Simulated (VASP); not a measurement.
Input of a VASP 6.6.1 run:

File INCAR:

```
SYSTEM = WC
ALGO = Normal ; EDIFF = 1E-7
ENCUT = 520 ; GGA = PS
ISIF = 2 ; ISMEAR = -1
LASPH = .True. ; LCHARG = .True.
LELF = .True. ; LREAL = .False.
LVHAR = .True. ; LWAVE = .False.
NBANDS = 16 ; NELM = 100
PREC = Accurate ; SIGMA = 0.05
```

Contents of KPOINTS:

```
k-points
0
Gamma
  10 10 10
  0 0 0
```

POSCAR

```
WC
1.0
    0.0000000000      2.1926840000      2.1926840000
    2.1926840000      0.0000000000      2.1926840000
    2.1926840000      2.1926840000      0.0000000000
W C
1 1
Direct
    0.0000000000      0.0000000000      0.0000000000
    0.5000000000      0.5000000000      0.5000000000
```

Potentials or basis: VASP PAW PBE potentials, release 64 (W_sv, C).

Command:

```console
$ cat potpaw_PBE.64/W_sv/POTCAR potpaw_PBE.64/C/POTCAR > POTCAR
$ mpirun -np 1 vasp_std > vasp.out
```

(1) Predict the pressure.

(2) Predict the band gap on the k mesh.

Answers

(1) -9.3 GPa.

(2) none (metal or under the smearing width).

Caveat: the PAW data sets were made with another functional, which shifts forces and pressure a little.
